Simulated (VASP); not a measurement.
**Native point defects of ZrB2**

Wanted: a map of the native defects of ZrB2, all in one supercell and at one level. The start is a cell from a database of measured crystal structures.

Method: PBE; plane waves and PAW (Zr_sv, B), in the first sound run; inputs show where later runs differ, in VASP 6.6.1.

### 1. The host crystal

It takes space group P6/mmm (No. 191, hexagonal). The conventional cell has a = 3.170 Å, b = 3.170 Å, c = 3.533 Å, α = 90.00°, β = 90.00°, γ = 120.00°. Nearest to Zr lie 12 B at 2.54 Å. Nearest to B lie 3 B at 1.83 Å and 6 Zr at 2.54 Å. Farther neighbours are not listed.

Coordinates:

```xyz
3
Lattice="3.1700 0.0000 0.0000 -1.5850 2.7453 0.0000 0.0000 0.0000 3.5330" Properties=species:S:1:pos:R:3 pbc="T T T"
Zr    0.0000    0.0000    0.0000
B     1.5850    0.9151    1.7665
B     0.0000    1.8302    1.7665
```

### 2. The host at zero pressure

First cell and atoms are relaxed at a raised cutoff, so that later runs start from this functional's own cell.

The input, INCAR:

```
SYSTEM = ZrB2
PREC = Accurate
ENCUT = 420
EDIFF = 1E-06
NELM = 120
ISMEAR = 0
SIGMA = 0.05
LREAL = .FALSE.
ALGO = Normal
GGA = PE
NBANDS = 15
LASPH = .TRUE.
LORBIT = 11
LWAVE = .FALSE.
LCHARG = .FALSE.
KPAR = 8
IBRION = 2
NSW = 40
ISIF = 3
EDIFFG = -0.02
POTIM = 0.4
```

The input, POSCAR:

```
ZrB2
1.0
    3.1700000000      0.0000000000      0.0000000000
   -1.5850000000      2.7453005300      0.0000000000
    0.0000000000      0.0000000000      3.5330000000
Zr B
1 2
Direct
    0.0000000000      0.0000000000      0.0000000000
    0.6666666667      0.3333333333      0.5000000000
    0.3333333333      0.6666666667      0.5000000000
```

The input, KPOINTS:

```
Automatic mesh
0
Gamma
7 7 5
0 0 0
```

Potentials, in the order of the species: Zr_sv and B (PBE family, release 64).

On the command line:

```sh
$ mpirun -np 8 vasp_std
```

Log:

```text
[banner, memory and clock lines left out]
running    8 mpi-ranks, on    1 nodes
 distrk:  each k-point on    1 cores,    8 groups
 distr:  one band on    1 cores,    1 groups

 POSCAR found type information on POSCAR ZrB
 POSCAR found :  2 types and       3 ions
|                                                                             |
|           W    W    AA    RRRRR   N    N  II  N    N   GGGG   !!!           |
|           W    W   A  A   R    R  NN   N  II  NN   N  G    G  !!!           |
|           W    W  A    A  R    R  N N  N  II  N N  N  G       !!!           |
|           W WW W  AAAAAA  RRRRR   N  N N  II  N  N N  G  GGG   !            |
|           WW  WW  A    A  R   R   N   NN  II  N   NN  G    G                |
|           W    W  A    A  R    R  N    N  II  N    N   GGGG   !!!           |
|                                                                             |
|     For optimal performance we recommend to set                             |
|       NCORE = 2 up to number-of-cores-per-socket                            |
|     NCORE specifies how many cores store one orbital (NPAR=cpu/NCORE).      |
|     This setting can greatly improve the performance of VASP for DFT.       |
|     The default, NCORE=1 might be grossly inefficient on modern             |
|     multi-core architectures or massively parallel machines. Do your        |
|     Unfortunately you need to use the default for GW and RPA                |
|     calculations (for HF NCORE is supported but not extensively tested      |
|     yet).                                                                   |
|                                                                             |

 LDA part: xc-table for (Slater+PW92), standard interpolation
 POSCAR, INCAR and KPOINTS ok, starting setup
 FFT: planning ... GRIDC
 FFT: planning ... GRID_SOFT
 FFT: planning ... GRID
 WAVECAR not read
 entering main loop
       N       E                     dE             d eps       ncg     rms          rms(c)
DAV:   1     0.852548598807E+02    0.85255E+02   -0.84942E+03   720   0.101E+03
DAV:   2    -0.239934283207E+02   -0.10925E+03   -0.10483E+03   902   0.273E+02
DAV:   3    -0.275745990614E+02   -0.35812E+01   -0.35652E+01  1161   0.425E+01
DAV:   4    -0.276261143127E+02   -0.51515E-01   -0.51490E-01   816   0.474E+00
DAV:   5    -0.276269230241E+02   -0.80871E-03   -0.80869E-03  1129   0.460E-01    0.215E+01
DAV:   6    -0.249855396350E+02    0.26414E+01   -0.62036E+00   881   0.171E+01    0.868E+00
DAV:   7    -0.249453123146E+02    0.40227E-01   -0.69120E-01  1049   0.527E+00    0.315E+00
DAV:   8    -0.249478042277E+02   -0.24919E-02   -0.90832E-02   855   0.255E+00    0.550E-01
DAV:   9    -0.249441440622E+02    0.36602E-02   -0.19974E-02   913   0.107E+00    0.193E-01
DAV:  10    -0.249438527917E+02    0.29127E-03   -0.14382E-03   841   0.348E-01    0.420E-02
DAV:  11    -0.249438625034E+02   -0.97117E-05   -0.59924E-05   996   0.751E-02    0.154E-02
DAV:  12    -0.249438605157E+02    0.19876E-05   -0.42595E-06   882   0.138E-02    0.353E-03
DAV:  13    -0.249438605095E+02    0.62032E-08   -0.30882E-07   381   0.519E-03
   1 F= -.24943861E+02 E0= -.24942267E+02  d E =-.249439E+02
 curvature:   0.00 expect dE= 0.000E+00 dE for cont linesearch  0.000E+00
 trial: gam= 0.00000 g(F)=  0.101E-49 g(S)=  0.172E-02 ort = 0.000E+00 (trialstep = 0.100E+01)
 search vector abs. value=  0.172E-02
 bond charge predicted
       N       E                     dE             d eps       ncg     rms          rms(c)
DAV:   1    -0.249508393696E+02   -0.69789E-02   -0.21580E-01   832   0.460E+00    0.104E+00
DAV:   2    -0.249446073822E+02    0.62320E-02   -0.18200E-02   804   0.141E+00    0.266E-01
DAV:   3    -0.249438290266E+02    0.77836E-03   -0.45266E-03  1109   0.490E-01    0.107E-01
DAV:   4    -0.249439412783E+02   -0.11225E-03   -0.21194E-04  1099   0.923E-02    0.555E-02
DAV:   5    -0.249440270107E+02   -0.85732E-04   -0.19591E-04  1095   0.785E-02    0.327E-02
DAV:   6    -0.249440323656E+02   -0.53549E-05   -0.64893E-06  1067   0.205E-02    0.118E-02
DAV:   7    -0.249440321079E+02    0.25766E-06   -0.15050E-06   689   0.106E-02
   2 F= -.24944032E+02 E0= -.24942433E+02  d E =-.171598E-03
 trial-energy change:   -0.000172  1 .order   -0.000190   -0.001718    0.001339
 step:   0.5533(harm=  0.5620)  dis= 0.00000  next Energy=   -24.944333 (dE=-0.472E-03)
 bond charge predicted
       N       E                     dE             d eps       ncg     rms          rms(c)
DAV:   1    -0.249457126059E+02   -0.16802E-02   -0.43265E-02   825   0.205E+00    0.468E-01
DAV:   2    -0.249444319272E+02    0.12807E-02   -0.35293E-03   804   0.621E-01    0.119E-01
DAV:   3    -0.249442774382E+02    0.15449E-03   -0.93601E-04  1109   0.223E-01    0.491E-02
DAV:   4    -0.249443060942E+02   -0.28656E-04   -0.42271E-05  1091   0.415E-02    0.247E-02
DAV:   5    -0.249443289487E+02   -0.22855E-04   -0.39562E-05  1095   0.355E-02    0.150E-02
DAV:   6    -0.249443320527E+02   -0.31040E-05   -0.11911E-06   773   0.939E-03    0.513E-03
DAV:   7    -0.249443330021E+02   -0.94942E-06   -0.45028E-07   423   0.563E-03
   3 F= -.24944333E+02 E0= -.24942737E+02  d E =-.472493E-03
 curvature:  -0.28 expect dE=-0.111E-05 dE for cont linesearch -0.152E-07
 trial: gam=-0.00332 g(F)=  0.765E-50 g(S)=  0.395E-05 ort = 0.965E-05 (trialstep = 0.911E+00)
 search vector abs. value=  0.391E-05
 reached required accuracy - stopping structural energy minimisation
```

Wall time 3.8 s (8 MPI ranks of Intel Xeon 6975P-C (Granite Rapids), shared host); peak memory 1.1 GiB; 25 s of CPU time.

Lines that name or quote the potential files are left out of all logs, and their timing lines are given in words.

Parts of OUTCAR (step 2):

```text
ion  position               nearest neighbor table
   1  0.000  0.000  0.000-   2 2.54   3 2.54   2 2.54   3 2.54   2 2.54   2 2.54   3 2.54   3 2.54
                             2 2.54   2 2.54   3 2.54   3 2.54
   2  0.667  0.333  0.500-   3 1.83   3 1.83   3 1.83   1 2.54   1 2.54   1 2.54   1 2.54   1 2.54
                             1 2.54
   3  0.333  0.667  0.500-   2 1.83   2 1.83   2 1.83   1 2.54   1 2.54   1 2.54   1 2.54   1 2.54
                             1 2.54

  LATTYP: Found a hexagonal cell.
 ALAT       =     3.1700000000
 C/A-ratio  =     1.1145110410

 Subroutine GETGRP returns: Found 24 space group operations
 (whereof 24 operations were pure point group operations)

The static configuration has the point symmetry D_6h.

 Found     24 irreducible k-points:

   k-points           NKPTS =     24   k-points in BZ     NKDIM =     24   number of bands    NBANDS=     15

   dimension x,y,z NGX =    24 NGY =   24 NGZ =   24
   dimension x,y,z NGXF=    48 NGYF=   48 NGZF=   48

   ENCUT  =  420.0 eV  30.87 Ry    5.56 a.u.   5.30  5.30  5.90*2*pi/ulx,y,z

   NELECT =      18.0000    total number of electrons

 k-points in reciprocal lattice and weights: Automatic mesh
   0.00000000  0.00000000  0.00000000       0.004
   0.14285714  0.00000000  0.00000000       0.024
   0.28571429  0.00000000  0.00000000       0.024
   0.42857143  0.00000000  0.00000000       0.024
   0.14285714  0.14285714  0.00000000       0.024
   0.28571429  0.14285714  0.00000000       0.049
   0.42857143  0.14285714  0.00000000       0.024
   0.28571429  0.28571429  0.00000000       0.024
   0.00000000  0.00000000  0.20000000       0.008
[...]
0.42857143  0.14285714  0.40000000       0.049
   0.28571429  0.28571429  0.40000000       0.049

 average (electrostatic) potential at core
       1 -72.8924       2 -22.1076       3 -22.1076

 E-fermi :  10.1542

 k-point     1 :       0.0000    0.0000    0.0000
  band No.  band energies     occupation
    ...
      5      -2.2363      2.00000
      6       7.8537      2.00000
      7       7.8537      2.00000
      8       7.9060      2.00000
      9       8.1194      2.00000
     10      13.8592      0.00000
     11      13.8592      0.00000
     12      14.6342      0.00000
     13      14.6342      0.00000
     14      15.3024      0.00000
    ...

 k-point     2 :       0.1429    0.0000    0.0000
  band No.  band energies     occupation
    ...
      5      -1.8370      2.00000
      6       6.7877      2.00000
      7       7.7239      2.00000
      8       7.8442      2.00000
      9       8.2498      2.00000
     10      13.1203      0.00000
     11      13.6224      0.00000
     12      13.8413      0.00000
     13      14.3497      0.00000
     14      16.4798      0.00000
    ...

 k-point     3 :       0.2857    0.0000    0.0000
  band No.  band energies     occupation
    ...
      5      -0.7512      2.00000
      6       4.7877      2.00000
      7       7.0561      2.00000
      8       7.6766      2.00000
      9       8.4169      2.00000
     10      12.8168      0.00000
     11      13.1500      0.00000
     12      13.8050      0.00000
     13      14.1315      0.00000
     14      16.7500      0.00000
    ...

  Total       -0.0060025     -0.0060025      0.0153395      0.0000000      0.0000000     -0.0000000
  in kB       -0.3113815     -0.3113815      0.7957453      0.0000000      0.0000000     -0.0000000
  external PRESSURE =       0.0576608 kB  Pullay stress =       0.0000000 kB

  energy-cutoff  :      420.00
  volume of cell :       30.89
      direct lattice vectors                 reciprocal lattice vectors
     3.174735739  0.000000000 -0.000000000     0.314986847  0.181857741 -0.000000000
    -1.587367869  2.749401800  0.000000000    -0.000000000  0.363715482 -0.000000000
     0.000000000  0.000000000  3.538360273     0.000000000 -0.000000000  0.282616784

 POSITION                                       TOTAL-FORCE (eV/Angst)
 -----------------------------------------------------------------------------------
      0.00000      0.00000      3.53836        -0.000000      0.000000      0.000000
      1.58737      0.91647      1.76918         0.000000     -0.000000      0.000000
     -0.00000      1.83293      1.76918        -0.000000      0.000000      0.000000
 -----------------------------------------------------------------------------------
    total drift:                               -0.000000      0.000000      0.000000

  FREE ENERGIE OF THE ION-ELECTRON SYSTEM (eV)
  ---------------------------------------------------
  free  energy   TOTEN  =       -24.9443330021 eV

  energy  without entropy=      -24.9411404965  energy(sigma->0) =      -24.94273675

 reached required accuracy - stopping structural energy minimisation

 total charge
# of ion       s       p       d       tot
------------------------------------------
    1        2.167   6.029   1.766   9.961
    2        0.664   1.235   0.000   1.899
    3        0.664   1.235   0.000   1.899
--------------------------------------------------
tot          3.495   8.499   1.766  13.760

[... 3 further parts left out ...]
```

CONTCAR:

```
ZrB2
   1.00000000000000
     3.1747357387242761    0.0000000000000000   -0.0000000000000000
    -1.5873678693621380    2.7494018000409239    0.0000000000000000
     0.0000000000000000    0.0000000000000000    3.5383602727486956
  Zr              B
     1     2
Direct
     0.0000000000000000    0.0000000000000000    1.0000000000000000
     0.6666666667000030    0.3333333332999970    0.5000000000000000
     0.3333333332999970    0.6666666667000030    0.5000000000000000
```

The k-mesh is coarse for a metal. The run keeps the 24 symmetry operations of its start, so it cannot find a distortion of lower symmetry.

The steps of the relaxation:

```csv
step,energy less that of the first step (eV),largest force (eV/Å),pressure (GPa),volume (Å³)
1,0.0000,0.0000,1.10,30.75
2,-0.0002,0.0000,-0.85,31.00
3,-0.0005,0.0000,0.01,30.89
```

```csv
"conventional cell, symmetrised",before,after,change
a (Å),3.170,3.175,+0.1 %
b (Å),3.170,3.175,+0.1 %
c (Å),3.533,3.538,+0.2 %
volume (Å³/atom),10.25,10.30,+0.5 %
```

Final coordinates:

```
Zr B
1.0
     3.17474    0.00000    0.00000
    -1.58737    2.74940    0.00000
     0.00000    0.00000    3.53836
Zr B
1 2
Cartesian
  0.0000 0.0000 0.0000
  1.5874 0.9165 1.7692
  0.0000 1.8329 1.7692
```

Numbers from this step:

- electronic cycles: 27
- electrons: 18
- free energy (TOTEN): -24.94 eV
- energy at zero smearing: -24.94 eV
- Fermi energy: 10.15 eV
- labelled metallic, from the levels on this mesh: yes

The run ended after 3 ionic steps, 0.000 eV below its first step, once forces and stress met EDIFFG = -0.02.

(Part 1 of 8 ends here.)

[Lines on the potential files, build, host, timing and source positions are cut from VASP's logs without a mark.]

[Logs are printed without paths, hosts, clocks, repeated set-up lines and the standing remarks that a program may print on its own settings, such as how far it seeks lower states.]

[Hosts, paths, dates, database ids (printed as entryN), source tags and the programs' standing remarks are cut or masked in the printed files.]

[In band tables of VASP the shares of atoms and orbitals are scaled to a sum of 1 inside the atoms' spheres.]

[Runs that stopped without an error message from VASP are left out.]
